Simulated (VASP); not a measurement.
Calculation: LDA (Ceperley-Alder, Perdew-Zunger), VASP's LDA PAW potentials (set 64) (plane waves; VASP).

A VASP calculation is set up with these files.

### POSCAR
```
CsCl
1.0
  3.9738754760   0.0000000000   0.0000000000
  0.0000000000   3.9738754760   0.0000000000
  0.0000000000   0.0000000000   3.9738754760
Cs Cl
1 1
Cart
  0.0000000000   0.0000000000   0.0000000000
  1.9869377380   1.9869377380   1.9869377380
```

**KPOINTS**
```
Automatic mesh
0
Gamma
7 7 7
0 0 0
```

INCAR:
```
# general
SYSTEM  = CsCl
PREC    = Accurate
ENCUT   = 500   # plane-wave cut-off (eV)
LREAL   = .False.   # projection in real space or not
LASPH   = .True.

# electronic loop
EDIFF   = 1E-6   # SCF stop (eV)
NELM    = 100   # most electronic steps
ALGO    = Normal   # blocked Davidson
LMAXMIX = 4   # l cut-off of mixed one-centre charges

# smearing
ISMEAR  = 0   # Gaussian
SIGMA   = 0.05

# ions
IBRION  = 2   # conjugate gradients
NSW     = 40   # most ionic steps
ISIF    = 3   # ions, shape and volume
EDIFFG  = -0.02   # ionic stop
PSTRESS = 50

# output
LWAVE   = .False.
LCHARG  = .False.
```

POTCAR, in this order: Cs_sv Cl (LDA.64 set). Program: vasp_std.

What VASP printed:

File OSZICAR:
```
       N       E                     dE             d eps       ncg     rms          rms(c)
DAV:   1     0.941414996837E+02    0.94141E+02   -0.71343E+03   480   0.114E+03
DAV:   2    -0.104664209519E+01   -0.95188E+02   -0.86548E+02   728   0.191E+02
DAV:   3    -0.760737275019E+01   -0.65607E+01   -0.65242E+01   592   0.558E+01
DAV:   4    -0.767294601528E+01   -0.65573E-01   -0.65560E-01   560   0.678E+00
DAV:   5    -0.767379693983E+01   -0.85092E-03   -0.85087E-03   612   0.782E-01    0.233E+00
DAV:   6    -0.735799478190E+01    0.31580E+00   -0.55874E-01   552   0.456E+00    0.173E+00
DAV:   7    -0.731552546291E+01    0.42469E-01   -0.15312E-01   656   0.231E+00    0.924E-01
DAV:   8    -0.730995456667E+01    0.55709E-02   -0.10529E-02   568   0.753E-01    0.124E-01
DAV:   9    -0.730944189779E+01    0.51267E-03   -0.12133E-03   644   0.232E-01    0.932E-02
DAV:  10    -0.730945807139E+01   -0.16174E-04   -0.93255E-05   580   0.805E-02    0.187E-02
DAV:  11    -0.730946086643E+01   -0.27950E-05   -0.68575E-06   560   0.206E-02    0.376E-03
DAV:  12    -0.730946056881E+01    0.29763E-06   -0.30109E-06   520   0.110E-02
   1 F= -.53510570E+01 E0= -.53510570E+01  d E =-.535106E+01
       N       E                     dE             d eps       ncg     rms          rms(c)
DAV:   1    -0.918631250932E+01   -0.18769E+01   -0.39581E+01   484   0.459E+01    0.839E+00
DAV:   2    -0.752697083148E+01    0.16593E+01   -0.27920E+00   492   0.107E+01    0.272E+00
DAV:   3    -0.721030651626E+01    0.31666E+00   -0.87087E-01   484   0.601E+00    0.166E+00
DAV:   4    -0.718864821675E+01    0.21658E-01   -0.54394E-02   524   0.168E+00    0.438E-01
DAV:   5    -0.718756287838E+01    0.10853E-02   -0.61371E-03   516   0.566E-01    0.216E-01
DAV:   6    -0.718744775863E+01    0.11512E-03   -0.44941E-04   536   0.148E-01    0.497E-02
DAV:   7    -0.718744259539E+01    0.51632E-05   -0.29518E-05   544   0.409E-02    0.170E-02
DAV:   8    -0.718744127279E+01    0.13226E-05   -0.27781E-06   536   0.143E-02    0.519E-03
DAV:   9    -0.718744120200E+01    0.70791E-07   -0.23657E-07   288   0.385E-03
   2 F= -.54930276E+01 E0= -.54930276E+01  d E =-.141971E+00
       N       E                     dE             d eps       ncg     rms          rms(c)
DAV:   1    -0.720321463135E+01   -0.15773E-01   -0.78548E-02   484   0.196E+00    0.342E-01
DAV:   2    -0.719985354235E+01    0.33611E-02   -0.57871E-03   496   0.491E-01    0.120E-01
DAV:   3    -0.719919743359E+01    0.65611E-03   -0.17773E-03   484   0.270E-01    0.620E-02
DAV:   4    -0.719915793563E+01    0.39498E-04   -0.10094E-04   520   0.725E-02    0.168E-02
DAV:   5    -0.719915622965E+01    0.17060E-05   -0.95293E-06   524   0.226E-02    0.850E-03
DAV:   6    -0.719915597127E+01    0.25838E-06   -0.52683E-07   268   0.545E-03
   3 F= -.54934242E+01 E0= -.54934242E+01  d E =-.142367E+00
```

**OUTCAR**
```
------------------------ aborting loop because EDIFF is reached ----------------------------------------
  FORCE on cell =-STRESS in cart. coord.  units (eV):
  Direction    XX          YY          ZZ          XY          YZ          ZX
  --------------------------------------------------------------------------------------
  Total        1.7067878      1.7067878      1.7067878      0.0000000     -0.0000000      0.0000000
  in kB       50.0309556     50.0309556     50.0309556      0.0000000     -0.0000000      0.0000000
  external PRESSURE =       0.0309556 kB  Pullay stress =      50.0000000 kB
  volume of cell :       54.66
      direct lattice vectors                 reciprocal lattice vectors
     3.795046499  0.000000000  0.000000000     0.263501383  0.000000000 -0.000000000
    -0.000000000  3.795046499  0.000000000     0.000000000  0.263501383 -0.000000000
     0.000000000  0.000000000  3.795046499    -0.000000000 -0.000000000  0.263501383
 POSITION                                       TOTAL-FORCE (eV/Angst)
 -----------------------------------------------------------------------------------
      0.00000      0.00000      0.00000         0.000000     -0.000000      0.000000
      1.89752      1.89752      1.89752        -0.000000      0.000000      0.000000
 -----------------------------------------------------------------------------------
    total drift:                                0.000000      0.000000     -0.000000
  FREE ENERGIE OF THE ION-ELECTRON SYSTEM (eV)
  ---------------------------------------------------
  free  energy   TOTEN  =        -7.1991559713 eV

  energy  without entropy=       -7.1991559713  energy(sigma->0) =       -7.19915597
  enthalpy is  TOTEN    =        -5.4934242485 eV   P V=        1.7057317228

 reached required accuracy - stopping structural energy minimisation
```
(Selected blocks of OUTCAR.)

### CONTCAR
```
CsCl
   1.00000000000000
     3.7950464991717903    0.0000000000000000    0.0000000000000000
    -0.0000000000000000    3.7950464991717903    0.0000000000000000
     0.0000000000000000    0.0000000000000000    3.7950464991717903
  Cs              Cl
     1     1
Direct
     0.0000000000000000    0.0000000000000000    0.0000000000000000
     0.5000000000000000    0.5000000000000000    0.5000000000000000
```

Energy and stress use the plane-wave basis of the starting cell.

The compound is CsCl in the CsCl type structure. This run relaxes it under an external pressure of 5 GPa. Symmetry was kept, so distortions that lower it aren't found.
